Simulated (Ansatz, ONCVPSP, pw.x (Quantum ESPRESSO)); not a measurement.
What a changed setting does to a pw.x run (fcc Sc)

Potential: optimised norm-conserving Vanderbilt (ONCV), ONCVPSP 4.0.1, PBE; core [Ne], reference 3s2 3p6 3d1 4s1.75 4p0.25; waves: 3s+4s: rc 1.70 bohr, ncon 3, nbas 6, qcut 8.7 1/bohr, 2 projectors; 3p+4p: rc 2.05 bohr, ncon 4, nbas 9, qcut 6.7 1/bohr, 2 projectors; 3d: rc 2.15 bohr, ncon 5, nbas 9, qcut 6.3 1/bohr, 2 projectors, debl 4 Ha; f scattering state at 0.43 Ha: rc 1.95 bohr, ncon 3, nbas 6, qcut 4.9 1/bohr, 2 projectors, debl 0.4 Ha; local part: polynomial inside 1.65 bohr (lpopt 4, dvloc0 4 Ha); core correction: none.

The reference run (k-mesh 12³, cutoffs 90/360 Ry, Fermi–Dirac 0.01 Ry, mixing_beta 0.4, conv_thr 1e-9, no spin) gives 0.19 GPa at 24.855 Å³/atom, where all-electron LAPW gives 0.01 GPa. This run, with its own iteration cap, changes k-mesh shift to 1.

```
&control
  calculation='scf', prefix='x', pseudo_dir='./', outdir='./tmp', tstress=.true., disk_io='none'
/
&system
  ibrav=0, nat=1, ntyp=1, ecutwfc=90, ecutrho=360, nbnd=13,
  occupations='smearing', smearing='fd', degauss=0.01
/
&electrons
  conv_thr=1e-09, mixing_beta=0.4, electron_maxstep=60
/
ATOMIC_SPECIES
Sc 1.0 Sc.UPF
CELL_PARAMETERS angstrom
  0.00000000 2.31629884 2.31629884
  2.31629884 0.00000000 2.31629884
  2.31629884 2.31629884 0.00000000
ATOMIC_POSITIONS crystal
Sc 0.0000 0.0000 0.0000
K_POINTS automatic
12 12 12 1 1 1
```

```bash
pw.x < Sc.scf.in > Sc.scf.out
```

Q: How does the run end?

A: It converges in 8 iterations; the free energy moves by +0.0 meV/atom and the pressure by +0.00 GPa. The result is that of the reference run.

```
Message from routine setup:
     using ibrav=0 with symmetry is DISCOURAGED, use correct ibrav instead
     lattice parameter (alat)  =       6.1903  a.u.
     unit-cell volume          =     167.7299 (a.u.)^3
     number of electrons       =        11.00
     number of Kohn-Sham states=           13
     kinetic-energy cutoff     =      90.0000  Ry
     charge density cutoff     =     360.0000  Ry
     scf convergence threshold =      1.0E-09
     Exchange-correlation= PBE
     number of k points=   182  Fermi-Dirac smearing, width (Ry)=  0.0100
     iteration #  1     ecut=    90.00 Ry     beta= 0.40
     total energy              =     -93.13137281 Ry
     estimated scf accuracy    <       0.01382243 Ry
     iteration #  2     ecut=    90.00 Ry     beta= 0.40
     total energy              =     -93.13272532 Ry
     estimated scf accuracy    <       0.00094762 Ry
     iteration #  3     ecut=    90.00 Ry     beta= 0.40
     total energy              =     -93.13286431 Ry
     estimated scf accuracy    <       0.00010178 Ry
     iteration #  4     ecut=    90.00 Ry     beta= 0.40
     total energy              =     -93.13287013 Ry
     estimated scf accuracy    <       0.00000538 Ry
     iteration #  5     ecut=    90.00 Ry     beta= 0.40
     total energy              =     -93.13287012 Ry
     estimated scf accuracy    <       0.00000103 Ry
     iteration #  6     ecut=    90.00 Ry     beta= 0.40
     total energy              =     -93.13287029 Ry
     estimated scf accuracy    <          5.1E-09 Ry
     iteration #  7     ecut=    90.00 Ry     beta= 0.40
     total energy              =     -93.13287029 Ry
     estimated scf accuracy    <          1.6E-09 Ry
     iteration #  8     ecut=    90.00 Ry     beta= 0.40
     the Fermi energy is     9.2496 ev
!    total energy              =     -93.13287029 Ry
     estimated scf accuracy    <          6.4E-11 Ry
     smearing contrib. (-TS)   =      -0.00850842 Ry
     The total energy is F=E-TS. E is the sum of the following terms:
     one-electron contribution =     -38.56936327 Ry
     hartree contribution      =      20.94544935 Ry
     xc contribution           =     -12.12979335 Ry
     ewald contribution        =     -63.37065460 Ry
     convergence has been achieved in   8 iterations
          total   stress  (Ry/bohr**3)                   (kbar)     P=        1.92
     Message from routine punch:
     Nothing written, as per user request (disk_io='none')
```

The run took about 86 s on one core of a shared server CPU.
